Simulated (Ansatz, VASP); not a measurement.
## One calculation of Ca, two programs

```
Ca
1.0
     3.68290    0.00000    0.00000
     0.00000    3.68399    0.00000
     0.00000    0.00000    5.75324
Ca
2
Direct
  0.00000 0.00000 0.50000
  0.50000 0.50000 0.00000
```

Change from the starting cell: biaxial strain in the a-b plane, c and atoms relaxed: -4.5 %.

Alike in both runs: functional PBEsol; k mesh 12 × 12 × 8; occupations gaussian, width 0.1 eV; no spin polarisation.

Ansatz relaxed the structure, and its values are those at the end. VASP's run is a single point on that final structure, the one shown.

```csv
,VASP,Ansatz
version,VASP 6.6.1,Ansatz 0.2.0
potentials or method,"VASP PAW PBE potentials, release 64 (Ca_sv)","scalar-relativistic, plane waves, PAW"
plane-wave cutoff (eV),520,420
valence electrons in the cell,20,20
```

|  | VASP | Ansatz | Ansatz less VASP |
| --- | --- | --- | --- |
| gap on the k mesh at the Fermi level (eV) | none | none | - |
| pressure (GPa) | 0.7 | 0.7 | -0.01 |

A gap of «none» marks a metal or a gap that the smearing closes.

Caveats: the PAW data sets were made with another functional, which shifts forces and pressure a little (VASP).
